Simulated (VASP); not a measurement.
The system is KTaO3.

```xyz
5
Lattice="3.9883 0.0000 0.0000 0.0000 3.9883 0.0000 0.0000 0.0000 3.9883" Properties=species:S:1:pos:R:3 pbc="T T T"
K     1.9942    1.9942    1.9942
Ta    0.0000    0.0000    0.0000
O     1.9942    0.0000    0.0000
O     0.0000    1.9942    0.0000
O     0.0000    0.0000    1.9942
```

- Program: VASP 6.6.1
- Task: relaxation of cell and atoms
- Functional: LDA
- Potentials or basis: VASP PAW LDA potentials, release 64 (K_sv, Ta_pv, O)
- Cutoff: 600 eV
- k mesh: 8 × 8 × 8
- Occupations: gaussian, width 0.03 eV
- Spin: no spin polarisation

At the start: pressure -4.6 GPa; volume 12.69 Å³/atom.

Task: Where does the relaxation end?

Result: Over 3 steps the energy falls by 4.1 meV/atom and the volume is 12.41 Å³/atom (-2.2 %); space group Pm-3m (No. 221, to 0.05 Å).

Step by step:
```
step  energy change (eV)  largest force (eV/Å)  pressure (GPa)  volume (Å³)
   1              0.0000                0.0000           -4.62        63.44
   2              0.0210                0.0000            7.24        60.14
   3             -0.0207                0.0000           -0.04        62.05
```

Final structure:
```
K Ta O
1.0
     3.95893    0.00000    0.00000
     0.00000    3.95893    0.00000
     0.00000    0.00000    3.95893
K Ta O
1 1 3
Direct
  0.50000 0.50000 0.50000
  0.00000 0.00000 0.00000
  0.50000 0.00000 0.00000
  0.00000 0.50000 0.00000
  0.00000 0.00000 0.50000
```
